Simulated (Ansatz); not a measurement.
MgO under pressure: fit and missing row

MgO, Fm-3m, a = 4.254 Å. Ansatz: PBE, PAW, 420 eV, Γ-centred 10×10×10 mesh on 2 atoms, Gaussian smearing 0.02 eV; no spin polarisation. Cell and atoms are relaxed at each pressure, and no other structure is tried, so the rows at high pressure may lie past a change of phase.

```tsv
V (Å³/atom)	P (GPa)
7.542	59.94
8.295	30.02
?	15.01
9.165	8.01
9.433	3.07
9.620	0.03
9.829	-3.04
```

Question: Take V0 = 9.620 Å³/atom, count pressures from its P0 = 0.03 GPa, fit the third-order Birch–Murnaghan form to the other rows, and predict the missing volume.

Answer: With the Eulerian strain f = ½[(V0/V)^(2/3) − 1] and y = (P − P0)/[3f(1 + 2f)^(5/2)], the form is the line y = B0 + 1.5 B0 (B0′ − 4) f. Rows (f, y): 0.08807, 151.1; 0.05192, 150.4; 0.01641, 149.5; 0.00659, 148.8; -0.00711, 149.2. Means f = 0.03118, y = 149.80; Σ(Δf)² = 0.005956, ΣΔfΔy = 0.1384; the slope is their ratio. y = 149.1 + 23.24 f GPa, so B0 = 149.1 GPa and B0′ = 4 + 2 × (23.24)/(3 × 149.1) = 4.10. P = 15.01 GPa is met at f = 0.02896 (y = 149.77), so V = V0 (1 + 2f)^(−3/2) = 8.841 Å³/atom. The run gave 8.841 Å³/atom, the same to the digits shown.